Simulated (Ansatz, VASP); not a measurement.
**One calculation of Sb, two programs**

Contents of INCAR:

```
SYSTEM = Sb
  PREC = Accurate
  ENCUT = 520
  EDIFF = 1E-6
  ISMEAR = -1
  SIGMA = 0.05
  LREAL = .FALSE.
  LASPH = .TRUE.
  NELM = 100
  ALGO = Normal
  ISIF = 2
  LWAVE = .FALSE.
  LCHARG = .FALSE.
  GGA = PE
  NBANDS = 8
```

KPOINTS

```
regular mesh
0
G
  8 8 8
  0 0 0
```

Contents of POSCAR:

```
Sb
1.0
    3.1809277622      0.0000000000      0.0000000000
    0.0000000000      3.1809277622      0.0000000000
    0.0000000000      0.0000000000      3.1809277622
Sb
1
Direct
    0.0000000000      0.0000000000      0.0000000000
```

Contents of input.yaml:

```yaml
crystal:
  lattice:
    - [3.1809277622, 0.0, 0.0]
    - [0.0, 3.1809277622, 0.0]
    - [0.0, 0.0, 3.1809277622]
  atoms:
    - { symbol: Sb, position: [0.0, 0.0, 0.0] }
kpoints:
  mp_grid: { grid: [8, 8, 8] }
scf:
  occupations: { method: fermi_dirac, width: 0.05 }
hamiltonian:
  xc: pbe
  pseudopotentials: { kind: all_electron, lapw: { basis_error: 0.0005 } }
output:
  forces: true
  stress: true
  eigenvalues: true
```

Change from the starting cell: volume scaled by 1.02.

Alike in both runs: task single point; functional PBE; k mesh 8 × 8 × 8; occupations fermi-dirac, width 0.05 eV; no spin polarisation.

|  | VASP | Ansatz |
| --- | --- | --- |
| version | VASP 6.6.1 | Ansatz 0.2.0 |
| potentials or method | VASP PAW PBE potentials, release 64 (Sb) | all-electron LAPW, scalar-relativistic |
| plane-wave cutoff (eV) | 520 | see its input |

|  | VASP | Ansatz | Ansatz less VASP |
| --- | --- | --- | --- |
| gap on the k mesh at the Fermi level (eV) | none | none | - |
| pressure (GPa) | -3.2 | -3.1 | +0.05 |

A gap of «none» marks a metal or a gap that the smearing closes. Ansatz ran all-electron here, so the differences hold the error of VASP's frozen core and of both bases.

The runs have no spin-orbit coupling, so splittings on Sb are missing.
